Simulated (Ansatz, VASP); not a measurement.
# Cross-check of Al35CN36 (C_Al) between VASP and Ansatz

Aim: how closely do two programs agree when they are given the same cell, functional and k mesh? The cell is taken from a series of runs on this material, whose earlier steps may have relaxed, scaled, displaced or heated it; both programs get it as it stands.

Program: Ansatz 0.2.0. Level of theory: plane waves, with VASP 6.6.1 beside it; single point at r2SCAN. Results are calculated unless marked as measured.

## (1) Starting point

The cell holds 72 atoms: 35 Al, 36 N and 1 C. Its edges and angles: a = 9.320 Å, b = 9.320 Å, c = 9.956 Å, α = 90.0°, β = 90.0°, γ = 120.0°. It derives from AlN (AlN (P6_3mc)). Nearest the centre at fractional (0.444, 0.556, 0.500): C72 at 0.04 Å, N52 at 1.58 Å, N56 at 1.58 Å, N40 at 1.59 Å, N55 at 1.59 Å, Al18 at 3.01 Å, Al22 at 3.01 Å, Al17 at 3.02 Å.

As a file:

```xyz
72
Lattice="9.3196 0.0000 0.0000 -4.6598 8.0710 0.0000 0.0000 0.0000 9.9565" Properties=species:S:1:pos:R:3 pbc="T T T"
Al    1.5484    0.8948    2.4855
Al    0.0402    1.7989    4.9928
Al    1.5487    0.8909    7.4845
Al   -0.0029    1.8052    9.9555
Al    0.0447    3.6135    2.5059
Al   -1.5283    4.5182    4.9923
Al   -0.0076    3.5831    7.3962
Al   -1.5450    4.4768    9.9557
Al   -1.5572    6.2753    2.4854
Al   -3.1110    7.1726    4.9871
Al   -1.5605    6.2773    7.4847
Al   -3.1109    7.1724    0.0061
Al    4.6588    0.8976    2.4899
Al    3.0559    1.7988    4.9921
Al    4.6547    0.8951    7.4755
Al    3.0995    1.8058    9.9556
Al    3.0528    3.6137    2.5065
Al    3.1050    3.5837    7.3954
Al    1.5485    4.4824    9.9247
Al    1.5490    6.2187    2.5060
Al   -0.0210    7.1292    4.9925
Al    1.5493    6.2796    7.3960
Al    0.0065    7.1643    9.9557
Al    7.7580    0.8972    2.4891
Al    6.2068    1.7929    4.9954
Al    7.7621    0.8949    7.4752
Al    6.2080    1.7922    0.0055
Al    6.2081    3.5810    2.4899
Al    4.6265    4.5186    4.9921
Al    6.2084    3.5858    7.4755
Al    4.6420    4.4774    9.9557
Al    4.6553    6.2761    2.4854
Al    3.1187    7.1305    4.9929
Al    4.6589    6.2777    7.4845
Al    3.0912    7.1644    9.9554
N     1.5454    0.8884    4.3818
N    -0.0026    1.8153    1.9217
N     1.5463    0.9000    9.3798
N     0.0016    1.7846    6.8705
N     0.2419    3.7336    4.4775
N    -1.5340    4.4674    1.9227
N     0.0097    3.5963    9.3031
N    -1.5585    4.4867    6.8707
N    -1.5665    6.2812    4.3815
N    -3.1083    7.1708    1.9008
N    -1.5565    6.2751    9.3804
N    -3.1084    7.1708    6.8857
N     4.6465    0.8946    4.3971
N     3.1042    1.8159    1.9228
N     4.6486    0.8945    9.3768
N     3.1000    1.7845    6.8705
N     2.8516    3.7300    4.4786
N     1.5507    4.4808    1.8456
N     3.0831    3.5966    9.3033
N     1.5511    4.4811    6.5691
N     1.5438    5.9883    4.4781
N     0.0202    7.1589    1.9227
N     1.5465    6.2583    9.3031
N    -0.0088    7.1705    6.8708
N     7.7638    0.8940    4.3980
N     6.2106    1.7905    1.9039
N     7.7626    0.8947    9.3763
N     6.2105    1.7903    6.8878
N     6.2053    3.5937    4.3972
N     4.6353    4.4679    1.9228
N     6.2059    3.5917    9.3768
N     4.6605    4.4870    6.8704
N     4.6597    6.2821    4.3817
N     3.0826    7.1587    1.9218
N     4.6498    6.2756    9.3799
N     3.1115    7.1707    6.8706
C     1.5492    4.4825    5.0099
```

## (2) Ansatz: single point, r2SCAN

Ansatz runs on its PAW soft_1 files.

With cell and atoms fixed, the geometry can't cause a difference; cores, projectors, grids and the points listed under the comparison can.

input.yaml

```yaml
crystal:
  checkpoint: "../qp1.relax.run"
  host: checkpoint
basis:
  ecutwfc: 500
  xc_grid: 2
hamiltonian:
  xc: r2scan
  pseudopotentials: { kind: paw, azcp: { folder: soft_1 } }
kpoints:
  mp_grid: { grid: [2, 2, 2], shift: [0.5, 0.5, 0.5] }
scf:
  occupations: { method: fermi_dirac, width: 0.01 }
  max_iter: 60
output:
  forces: true
  eigenvalues: true
  charged_corrections: { defect_position: [0.444444, 0.555556, 0.499602] }
checkpoint:
  read: "../qp1.relax.run"
  write: "../qp1.point_neutral.run"
  compress: false
  write_wavefunctions: false
  write_every: 100000
magnetization:
  spin_polarized: true
  initial_magnetization: 1
  spin_locking: { lock_magnetization: hard }
```

On the command line:

```
$ ansatz run input.yaml --threads 4 --pin off --max-ram 7536MiB --backend cpu --events-out ev --progress --plain --runs-dir out
```

Numbers of over 12 decimals in the logs are rounded to 6 here.

What it wrote:

```text
Warning: This run holds its total moment fixed (magnetization.spin_locking.lock_magnetization: hard) and mixes its density by anderson or broyden (scf.mixing.algorithm, typed or taken by auto). Slabs with a fixed moment have converged under broyden above another state at the same moment, at the default mixing steps and at smaller ones, and under scf.lower_state_search: standard, light or off a state that such a mixer [...]
checkpoint.read: neither the saved density nor the saved orbitals are used: the state is of another total charge, and does not settle where this run's electrons and spins go. The run starts from its atoms. Which states do: the manual's quickstart, A charge series.
crystal.checkpoint: the structure is that of <dir>, a `relax` run, at its step 7: its result, under r2scan at a charge of 1 e; 72 atoms read, 0 with a starting moment; this deck's charge is 0 e; no density is read with it (checkpoint.read); crystal.structure_sha256 for this input is
Engine: ansatz 0.2.0, x86_64-unknown-linux-gnu
Pseudopotentials: kind: paw
Pseudopotential: Al, paw, valence charge 3, recommended cutoff 500 eV (meta_gga), soft_1/Al.paw.azcp
Pseudopotential: N, paw, valence charge 5, recommended cutoff 500 eV (meta_gga), soft_1/N.paw.azcp
Pseudopotential: C, paw, valence charge 4, recommended cutoff 500 eV (meta_gga), soft_1/C.paw.azcp
Functional definition: r2SCAN
  parameter k0 = 0.174
  parameter k1 = 0.065
  parameter a1 = 4.9479
  exchange = r2scan_x(k0 = k0, k1 = k1, a1 = a1)
  correlation = r2scan_c
Crystal: 72 atoms, lattice volume = 748.907 Å³
Basis set: ecut = 500 eV, 18913 PW (Γ), exchange–correlation on 144×144×150 points (8 copies of the dense FFT grid, shifted against one another)
Bands: 217, of which v1, the nominal top of the filled ones, is band 145 counted from 1 (144 counted from 0)
Symmetry: 1 space group operations
Space group: P1 (ITA 1), of the structure as read, at distance tolerance 9.1e-5 Å
Magnetic group: BNS 1.1 (UNI 1), of the structure as read, at distance tolerance 9.1e-5 Å
k-points: 4 of 8 (time reversal used)
Non-local potential: Al, projectors of the file, l = 0: 2, l = 1: 2, l = 2: 1
Non-local potential: N, projectors of the file, l = 0: 2, l = 1: 2, l = 2: 1
Non-local potential: C, projectors of the file, l = 0: 2, l = 1: 2, l = 2: 1
PAW form: soft (Blöchl's): semilocal exchange-correlation on the pseudo side does not see the compensation charge
PAW frozen core: Al, regenerated for the run's functional (the file was generated under x = pbe(κ = 0.804, μ = 0.219515), c = pbe(β = 0.066725))
PAW frozen core: N, regenerated for the run's functional (the file was generated under x = pbe(κ = 0.804, μ = 0.219515), c = pbe(β = 0.066725))
PAW frozen core: C, regenerated for the run's functional (the file was generated under x = pbe(κ = 0.804, μ = 0.219515), c = pbe(β = 0.066725))
PAW one-centre angular grid: Al, 302 points (default); XC on 160 Gauss nodes
PAW one-centre angular grid: N, 302 points (default); XC on 160 Gauss nodes
PAW one-centre angular grid: C, 302 points (default); XC on 219 of its mesh's 2255 points in the sphere
Initial density: superposition of atomic densities (chi_scale 0.1, normalization cell, long waves kept (reshape's long-wave potential 0.18 eV rms))
Starting moments: Σ|m| = 1 μB on 72 of 72 sites
Initial wavefunctions: pseudopotential atomic-orbital guess
Functional: x = r2scan, c = r2scan; τ floored in thin density (d = 2e-4 eV/Å³)
SCF iter   1: F=—  HF=-33163.620812 eV  |F-HF|=—  |Δ(HF+E_count)|=         —  Δρ=6.70e-2 (↑6.68e-2 ↓6.70e-2)  dr2=1.67e2  dr2_τ=4.74e0  dr2_m=2.69e-3  M=1.000 μB ∫|m|=1.000 μB  β_m=1.20  ethr=3.10e-3  ⟨swp⟩=6.0  Hψ=6838  notcnv=0  defer=380
preconditioner: auto → Resta (q_TF=auto, 2.328 Å⁻¹)  ε∞=3.3  [insulator: Δε(μ)=0.470 eV  Ē_g=15.120 eV  σ=0.010 eV  W_gap=1.00  n_scr=156 (ndim 8)  ℏωp=23.1 eV  f_vac=0.000  D(μ)=0.00/eV (n_scr^D=0)  ε∞_Penn≈3.3]
spin=Collinear: Resta preconditioning applied to the charge; magnetization (m = ρ↑ − ρ↓) channel mixes plain (no charge-response kernel on spin).
SCF iter   2: F=—  HF=-33130.377678 eV  |F-HF|=—  |Δ(HF+E_count)|=    3.32e1  Δρ=3.46e-2 (↑3.45e-2 ↓3.46e-2)  dr2=4.44e1  dr2_τ=3.76e-1  dr2_m=5.46e-3  M=1.000 μB ∫|m|=1.050 μB  β_m=1.20  ethr=3.10e-3  ⟨swp⟩=2.9  Hψ=3234  notcnv=0  defer=528  κ⁻¹=1.0e0(r=1)
[...]
atom  62  Al    -0.03894966     0.03035337     0.11790163
  atom  63  N      0.03916207    -0.04131161    -0.01951079
  atom  64  N      0.02901768     0.14539620     0.29425335
  atom  65  Al    -0.05149481    -0.10281150     0.04839076
  atom  66  Al    -0.74026539     0.09760967    -0.37354807
  atom  67  N      0.20393578     0.07466427     0.02878877
  atom  68  N      0.12570165    -0.00858812    -0.28816098
  atom  69  Al    -0.06159745    -0.08788976    -0.09605083
  atom  70  Al    -0.04086414    -0.00821487     0.08586295
  atom  71  N      0.08332890     0.02089302    -0.04609919
  atom  72  N      0.08245943     0.03686737     0.26179694
  max |Σ_I F_I| component: 2.75e-2 eV/Å
--- Band table (eV; the first three rows and the last of 8) ---
  k-point 0 ↑: bands = [... 141 lower, 6.5137, 6.5470, 6.6458, 11.8942, 12.3079, 12.6402, 12.8246, 12.9368, ... 68 higher]
  k-point 1 ↑: bands = [... 141 lower, 6.5136, 6.5470, 6.6459, 11.8942, 12.3078, 12.6399, 12.8248, 12.9372, ... 68 higher]
  k-point 2 ↑: bands = [... 141 lower, 6.4647, 6.6463, 6.6700, 11.5220, 12.2696, 12.5266, 12.7138, 12.7832, ... 68 higher]
  k-point 3 ↓: bands = [... 141 lower, 6.4938, 6.6623, 6.6816, 11.9264, 12.3986, 12.6883, 12.7993, 12.8856, ... 68 higher]
```

## (3) VASP: single point, r2SCAN

The same cell, functional, mesh and smearing now go to VASP, with its own data sets.

Lines of VASP's logs that name or quote its potential files are left out, and so is its time.

INCAR

```
SYSTEM = Al35CN36
PREC = Accurate
ENCUT = 580
EDIFF = 1E-06
NELM = 200
ISMEAR = -1
SIGMA = 0.01
LREAL = Auto
ALGO = Normal
METAGGA = R2SCAN
LASPH = .TRUE.
NBANDS = 200
ISPIN = 2
MAGMOM = 0 0.01 0 0 0 0.01 0 0 0 0 0 0 0 0.01 0 0 0 0 0 0 0.01 0 0 0 -0 0 0 0 0.01 0 0 0 0.01 0 0 0 0 0 0 0.01 0 0 0 -0 0 0 0 0.02 0 0 0 0.01 0 0 -0 0.01 0 0 0 0.01 0 0 0 0.02 0 0 0 0 0 0 0 0.1
LORBIT = 11
LWAVE = .FALSE.
LCHARG = .FALSE.
ISIF = 2
ISYM = 0
NUPDOWN = 1
GGA_COMPAT = .FALSE.
LMIXTAU = .TRUE.
KPAR = 4
```

POSCAR

```
Al35CN36
1.0
    9.3195655359      0.0000000860      0.0000000000
   -4.6597828424      8.0709804634      0.0000000000
    0.0000000000      0.0000000000      9.9564777190
Al N C
35 36 1
Direct
    0.2215827470      0.1108676449      0.2496363699
    0.1157569125      0.2228815705      0.5014595352
    0.2213613749      0.1103782122      0.7517169351
    0.1115164081      0.2236626627      0.9998983242
    0.2286577377      0.4477174608      0.2516899918
    0.1159123875      0.5598104780      0.5014116539
    0.2211553408      0.4439495198      0.7428505407
    0.1115533140      0.5546759097      0.9999209743
    0.2216734219      0.7775169318      0.2496279913
    0.1105299669      0.8886849586      0.5008862596
    0.2214437758      0.7777651623      0.7517436605
    0.1105331213      0.8886712021      0.0006167798
    0.5554987235      0.1112125550      0.2500774140
    0.4393386739      0.2228750672      0.5013893539
    0.5549111474      0.1109030716      0.7508142185
    0.4444544153      0.2237442391      0.9999148650
    0.5514400591      0.4477348621      0.2517499310
    0.5551789986      0.4440172751      0.7427679637
    0.4438367382      0.5553684285      0.9968086002
    0.5514636711      0.7705064241      0.2516955498
    0.4394017897      0.8833178359      0.5014341273
    0.5552635229      0.7780494936      0.7428311180
    0.4445304438      0.8876558435      0.9999195325
    0.8880213595      0.1111605846      0.2500010695
    0.7770683152      0.2221407950      0.5017196362
    0.8883192595      0.1108846820      0.7507925109
    0.7771572075      0.2220541378      0.0005518880
    0.8879867467      0.4436913728      0.2500791202
    0.7763597103      0.5598607988      0.5013944169
    0.8883105464      0.4442801470      0.7508142724
    0.7754714419      0.5547502724      0.9999246474
    0.8883223169      0.7776078197      0.2496282073
    0.7763748412      0.8834784282      0.5014743859
    0.8888151778      0.7778151648      0.7517239001
    0.7755302938      0.8876780978      0.9998929192
    0.2208617438      0.1100722429      0.4400998248
    0.1121818680      0.2249157405      0.1930120255
    0.2216711621      0.1115054630      0.9420810905
    0.1107238659      0.2211116451      0.6900500525
    0.2572572288      0.4625997596      0.4497090921
    0.1121585713      0.5535131281      0.1931106318
    0.2238354472      0.4455802521      0.9343811058
    0.1107282901      0.5559053224      0.6900762610
    0.2210325412      0.7782404870      0.4400626973
    0.1107113643      0.8884659344      0.1909108767
    0.2217279618      0.7774883973      0.9421411349
    0.1107016430      0.8884658190      0.6915798526
    0.5539949310      0.1108465045      0.4416308686
    0.4455767300      0.2249926963      0.1931202824
    0.5542150075      0.1108338243      0.9417779830
    0.4431869112      0.2211032929      0.6900577308
    0.5370508970      0.4621486739      0.4498217285
    0.4439789019      0.5551682717      0.1853676548
    0.5536238794      0.4456163824      0.9343991016
    0.4440364209      0.5552063327      0.6597825223
    0.5366290129      0.7419526360      0.4497651626
    0.4456560821      0.8869876158      0.1931082859
    0.5536430714      0.7754034245      0.9343803317
    0.4432671995      0.8884294633      0.6900801014
    0.8884457385      0.1107690959      0.4417227539
    0.7773255607      0.2218393842      0.1912213958
    0.8883709391      0.1108595769      0.9417311470
    0.7773076925      0.2218177567      0.6917868615
    0.8884656660      0.4452633224      0.4416403716
    0.7741651336      0.5535817681      0.1931213497
    0.8884062872      0.4450113904      0.9417744931
    0.7780456305      0.5559375007      0.6900447824
    0.8891634744      0.7783528830      0.4400881922
    0.7742465498      0.8869692609      0.1930199399
    0.8877027557      0.7775466049      0.9420898545
    0.7780911105      0.8884492124      0.6900673039
    0.4439226954      0.5553866744      0.5031817197
```

KPOINTS

```
Points of the shifted mesh
8
Reciprocal
 0.2500000000  0.2500000000  0.2500000000 1
 0.2500000000  0.2500000000  0.7500000000 1
 0.2500000000  0.7500000000  0.2500000000 1
 0.2500000000  0.7500000000  0.7500000000 1
 0.7500000000  0.2500000000  0.2500000000 1
 0.7500000000  0.2500000000  0.7500000000 1
 0.7500000000  0.7500000000  0.2500000000 1
 0.7500000000  0.7500000000  0.7500000000 1
```

PAW data sets: Al, N and C (PBE family, release 64).

On the command line:

```
$ mpirun -np 8 vasp_std
```

What it wrote:

```text
[banner, memory and clock lines left out]
running    8 mpi-ranks, on    1 nodes
[...]
|                                                                             |
|           W    W    AA    RRRRR   N    N  II  N    N   GGGG   !!!           |
|           W    W   A  A   R    R  NN   N  II  NN   N  G    G  !!!           |
|           W    W  A    A  R    R  N N  N  II  N N  N  G       !!!           |
|           W WW W  AAAAAA  RRRRR   N  N N  II  N  N N  G  GGG   !            |
|           WW  WW  A    A  R   R   N   NN  II  N   NN  G    G                |
|           W    W  A    A  R    R  N    N  II  N    N   GGGG   !!!           |
|                                                                             |
|     For optimal performance we recommend to set                             |
|       NCORE = 2 up to number-of-cores-per-socket                            |
|     NCORE specifies how many cores store one orbital (NPAR=cpu/NCORE).      |
|     This setting can greatly improve the performance of VASP for DFT.       |
[...]
|                                                                             |
|     You enforced a specific xc type in the INCAR file but a different       |
|     [... a line on the potential file left out ...]
|     I HOPE YOU KNOW WHAT YOU ARE DOING!                                     |
|                                                                             |

 LDA part: xc-table for (None), standard interpolation
 POSCAR, INCAR and KPOINTS ok, starting setup
[...]
entering main loop
       N       E                     dE             d eps       ncg     rms          rms(c)
DAV:   1     0.114740134400E+04    0.11474E+04   -0.14813E+05  6400   0.148E+03
DAV:   2    -0.692608665390E+03   -0.18400E+04   -0.17556E+04  7960   0.297E+02
DAV:   3    -0.838081575048E+03   -0.14547E+03   -0.14409E+03  7832   0.896E+01
DAV:   4    -0.840455159922E+03   -0.23736E+01   -0.23633E+01  7648   0.118E+01
[...]
DAV:  22    -0.685637648461E+03   -0.35014E-05   -0.31206E-06  5912   0.540E-03    0.392E-03
DAV:  23    -0.685637649619E+03   -0.11577E-05   -0.91206E-07  4088   0.253E-03    0.150E-03
DAV:  24    -0.685637649855E+03   -0.23575E-06   -0.18157E-07  3928   0.137E-03
   1 F= -.68563765E+03 E0= -.68563765E+03  d E =-.748446E-09  mag=     1.0000
```

OUTCAR, selected parts (step 3):

```text
  FREE ENERGIE OF THE ION-ELECTRON SYSTEM (eV)
  ---------------------------------------------------
  free  energy   TOTEN  =      -685.6376498550 eV

  energy  without entropy=     -685.6376498542  energy(sigma->0) =     -685.63764985

 magnetization (x)
# of ion       s       p       d       tot
------------------------------------------
    1        0.000   0.001   0.000   0.001
    2        0.006   0.007   0.000   0.013
    3        0.001   0.001   0.000   0.002
    4        0.001   0.001   0.000   0.002
    5        0.001   0.003   0.000   0.003
    6        0.006   0.008   0.000   0.014
    7        0.001   0.002   0.000   0.002
    8        0.001   0.001   0.000   0.002
    9        0.000   0.001   0.000   0.001
   10        0.000   0.001   0.000   0.001
   11        0.001   0.001   0.000   0.002
   12        0.000   0.000   0.000   0.000
   13       -0.000   0.000   0.000  -0.000
[...]
--------------------------------------------------
tot          0.230   0.135   0.000   0.365
```

The run ends at a pressure of -2.64 GPa, with forces up to 0.94 eV/Å.

## (4) Side by side

Known differences besides the potentials themselves: VASP starts from the moments at which Ansatz ended; VASP keeps PBE cores, Ansatz makes them for the functional; the cutoff is 500 eV in Ansatz and 580 eV in VASP (PREC = Accurate, projectors in real space); site moments are counted in spheres of each program's own size. Total energies have different zeros and are not compared.

Compared:

| quantity | Ansatz | VASP | difference |
| --- | --- | --- | --- |
| total moment, fixed by the input (μB) | 1.00 | 1.00 | 0.00 |
| moment on C72 (μB) | 0.10 | 0.12 | -0.02 |

Forces on 10 of the 72 atoms, those with the largest forces and the largest differences (eV/Å; atoms numbered as in POSCAR):

| atom | Ansatz x, y, z | VASP x, y, z |
| --- | --- | --- |
| Al2 | -0.456, 0.592, -0.374 | -0.459, 0.598, -0.370 |
| Al6 | 0.223, -0.662, -0.393 | 0.225, -0.663, -0.389 |
| Al14 | 0.514, 0.671, -0.418 | 0.512, 0.676, -0.414 |
| Al17 | 0.357, -0.207, 0.689 | 0.357, -0.206, 0.695 |
| Al21 | 0.688, 0.143, -0.396 | 0.691, 0.141, -0.391 |
| Al29 | -0.325, -0.780, -0.421 | -0.330, -0.781, -0.417 |
| Al33 | -0.740, 0.098, -0.374 | -0.746, 0.097, -0.370 |
| N52 | 0.176, -0.097, 0.102 | 0.236, -0.133, 0.079 |
| N55 | -0.047, 0.025, 0.516 | -0.047, 0.024, 0.595 |
| N56 | 0.071, 0.259, 0.108 | 0.071, 0.327, 0.086 |

The forces differ by 11 meV/Å r.m.s., which is 4.9 % of the r.m.s. force of 0.218 eV/Å (both taken over all components).

## (5) What came out

- r.m.s. force difference (single point, r2SCAN): 4.9 % of the r.m.s. force

**Reading.** The r.m.s. force difference is 4.9 % of the r.m.s. force (single point, r2SCAN), beyond the 3 % picked in this series as the mark of a large difference. How closely two codes agree says nothing of how well the functional describes the real material.

[Lines on the potential files, build, host, timing and source positions are cut from VASP's logs without a mark.]

[Logs are printed without paths, hosts, clocks, repeated set-up lines and the standing remarks that a program may print on its own settings, such as how far it seeks lower states.]

[Hosts, paths, dates, database ids (printed as entryN), source tags and the programs' standing remarks are cut or masked in the printed files.]
